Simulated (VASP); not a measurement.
Set up this calculation in VASP 6.6.1, as the native input.

```
Task                   : single point
Functional             : PBE
Potentials or basis    : VASP PAW PBE potentials, release 64 (Cd, S)
Cutoff                 : 520 eV
k mesh                 : 4 × 4 × 3
Occupations            : gaussian, width 0.01 eV
Spin                   : no spin polarisation
Dipole correction      : no
Further INCAR settings : ALGO = Fast; EDIFF = 1e-06; NBANDS = 26
```

The structure of CdS (Greenockite) lies in POSCAR:

```
CdS
1.0
    4.1500000000      0.0000000000      0.0000000000
   -2.0750000000      3.5940050000      0.0000000000
    0.0000000000      0.0000000000      6.7370000000
Cd S
2 2
Direct
    0.3333333333      0.6666666667      0.0000000000
    0.6666666667      0.3333333333      0.5000000000
    0.3333333333      0.6666666667      0.3750000000
    0.6666666667      0.3333333333      0.8750000000
```

These files were run (other wordings do the same):

INCAR

```
SYSTEM = CdS
ALGO = Fast
EDIFF = 1E-6
ENCUT = 520
GGA = PE
ISIF = 2
ISMEAR = 0
LASPH = .True.
LCHARG = .True.
LELF = .True.
LREAL = .False.
LVHAR = .True.
LWAVE = .False.
NBANDS = 26
NELM = 100
PREC = Accurate
SIGMA = 0.01
```

KPOINTS

```
k-points
0
Gamma
  4 4 3
  0 0 0
```

Potentials or basis: VASP PAW PBE potentials, release 64 (Cd, S).

The run is started by

```console
$ cat potpaw_PBE.64/Cd/POTCAR potpaw_PBE.64/S/POTCAR > POTCAR
$ mpirun -np 1 vasp_std > vasp.out
```

It gave:

```json
{
  "Pressure": "2.5 GPa",
  "Largest force": "0.057 eV/Å",
  "Band gap on the k mesh": "1.19 eV, direct"
}
```

Caveat: the k mesh is coarse (spacing up to 0.44 Å⁻¹), so the values aren't converged.

Wall time 25 s on 1 thread of AMD EPYC 7R13 Processor (Zen 3), on a shared host, peak memory 0.18 GiB.
